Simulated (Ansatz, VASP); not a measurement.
# Two plane-wave programs on CsSnBr3

```
Cs Sn Br
1.0
     5.83901    0.00000    0.00000
     0.00000    5.83901    0.00000
     0.00000    0.00000    5.83901
Cs Sn Br
1 1 3
Direct
  0.00000 0.00000 0.00000
  0.50000 0.50000 0.50000
  0.50000 0.00000 0.50000
  0.50000 0.50000 0.00000
  0.00000 0.50000 0.50000
```

The cell is a database's computed one.

Alike in both runs: task single point; functional PBE; k mesh 6 × 6 × 6; occupations gaussian, width 0.05 eV; no spin polarisation.

|  | VASP | Ansatz |
| --- | --- | --- |
| version | VASP 6.6.1 | Ansatz 0.2.0 |
| potentials or method | VASP PAW PBE potentials, release 64 (Cs_sv, Sn_d, Br) | scalar-relativistic, plane waves, PAW |
| plane-wave cutoff (eV) | 520 | 420 |
| valence electrons in the cell | 44 | 44 |

|  | VASP | Ansatz | Ansatz less VASP |
| --- | --- | --- | --- |
| gap on the k mesh at the Fermi level (eV) | 0.50 | 0.50 | 0.000 |
| least direct gap on the mesh (eV) | 0.50 | 0.50 | 0.000 |
| pressure (GPa) | 0.6 | 0.6 | 0.00 |

The functional is the same, so the differences come from potentials, cutoffs and numerics.

Caveats: spin-orbit coupling is left out, which moves the levels of the heavy elements. A k mesh can miss the band edges.
